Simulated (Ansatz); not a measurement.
Level of theory: DFT PBE, scalar-relativistic, plane waves, PAW (Ansatz). Settings: cutoff 420 eV, Γ-centred meshes spaced at most about 0.3 Å⁻¹, and about 0.25 Å⁻¹ or finer for metals (2π included), Gaussian smearing. No spin polarisation.

Temperature and zero-point effects are left out.

Compare these two cells of Ga2S, each relaxed at this level.

A.

```
Ga S
1.0
     9.33330    0.00000    0.00000
     0.00000    9.33330    0.00000
     0.00000    0.00000    3.56898
Ga S
4 2
Cartesian
  3.4022 3.4022 0.0000
  1.2645 8.0688 1.7845
  5.9311 5.9311 0.0000
  8.0688 1.2645 1.7845
  0.0000 0.0000 0.0000
  4.6667 4.6667 1.7845
```

B.

```
Ga S
1.0
    -2.60499    2.60499    4.05292
     2.60499   -2.60499    4.05292
     2.60499    2.60499   -4.05292
Ga S
4 2
Cartesian
  0.0000 0.0000 2.6059
  2.6050 0.0000 0.5795
  2.6050 0.0000 3.4734
  0.0000 0.0000 5.4999
  0.0000 0.0000 0.0000
  0.0000 2.6050 2.0265
```

Question: Which form is favoured at zero pressure, and by what margin per atom?

Answer: B is lower, by 229 meV/atom. A has space group P4_2/mnm (No. 136), 51.8 Å³/atom and a gap of 1.17 eV on its mesh; B has space group I4_1/amd (No. 141), 18.3 Å³/atom and no gap. Counting S atoms around Ga (those within 1.25 times the shortest such distance or 1.15 times the sum of covalent radii), A has Ga 2 and B has Ga 3. In A, around Ga lie 2 S at 2.53 Å; S is surrounded by 4 Ga at 2.53 Å. In B, Ga has 3 S at 2.61–2.67 Å, 3 Ga at 2.75–2.89 Å and 4 Ga at 3.30 Å; around S lie 6 Ga at 2.61–2.67 Å. Both come from invented guesses. The lowest form computed isn't among them: it has the anti-cadmium chloride type, space group R-3m (No. 166), 20.1 Å³/atom and lies 7 meV/atom below the best shown.

Weakly bound directions are ill-defined at this level, which has no dispersion term (P4_2/mnm), and this can change margins and order among such cells. Kohn–Sham gaps at this level usually fall short of measured ones. Cells relaxed within their symmetry can be saddle points. Some structure types and database cells were kept out of the candidates from the start, so a known form may be missing.

The preference for B fits a compact, electron-rich network over an open chain structure. With gallium formally monovalent, each Ga keeps a largely 4s² pair and has empty 4p orbitals. In A it bridges just two S atoms and leaves much of the volume empty, whereas in B each S gathers six Ga and the Ga atoms also approach one another. The longer Ga–S contacts in B are individually weaker, but their number, together with Ga–Ga interaction, probably more than compensates. The same Ga–Ga overlap would broaden the 4s and 4p bands and plausibly closes the gap that survives in A's separated chains.

Missing dispersion attraction would normally favour the denser cell, so the order of A and B is probably safe. The 7 meV/atom between B and the anti-cadmium chloride form is too small to settle the ground state, and B's smaller volume suggests that compression would favour it. None of this shows that Ga2S resists disproportionation into gallium and the well-known sulfide GaS.
